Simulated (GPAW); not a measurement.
## C in GPAW: the effect of exact-exchange share

C:

```
C
1.0
     0.00000    1.78337    1.78337
     1.78337    0.00000    1.78337
     1.78337    1.78337    0.00000
C
2
Direct
  0.75000 0.75000 0.75000
  0.50000 0.50000 0.50000
```

This isn't the form of C at room conditions, which is graphite.

Alike in all runs:

| Quantity | Value |
| --- | --- |
| Program | GPAW 26.7.0 |
| Task | hybrid scf |
| Functional | r2SCAN-X |
| Potentials or basis | GPAW PAW data sets (gpaw-data 1.2.1) |
| Cutoff | 550 eV |
| Basis | pw |
| k mesh | 5 × 5 × 5 |
| Occupations | fermi-dirac, width 0.001 eV |
| Spin | no spin polarisation |

| exact-exchange share | gap on the mesh (eV) |
| --- | --- |
| 0.05 | 4.74 |
| 0.1 | ? |
| 0.25 | 6.19 |
| 0.4 | 7.30 |
| 0.5 | 8.05 |

Problem. What does the run with exact-exchange share 0.1 give?

Solution. gap on the mesh 5.10 eV.

Worked out: A straight line through the other rows of the gap on the mesh, of slope 7.35 eV per unit of exact-exchange share, gives 5.10 eV, against the run's 5.10.

Caveats: all runs use coarse meshes; the scaled meta-GGA exchange is a class typed in the script; an odd mesh through Γ misses points on the zone boundary, where band edges often lie.
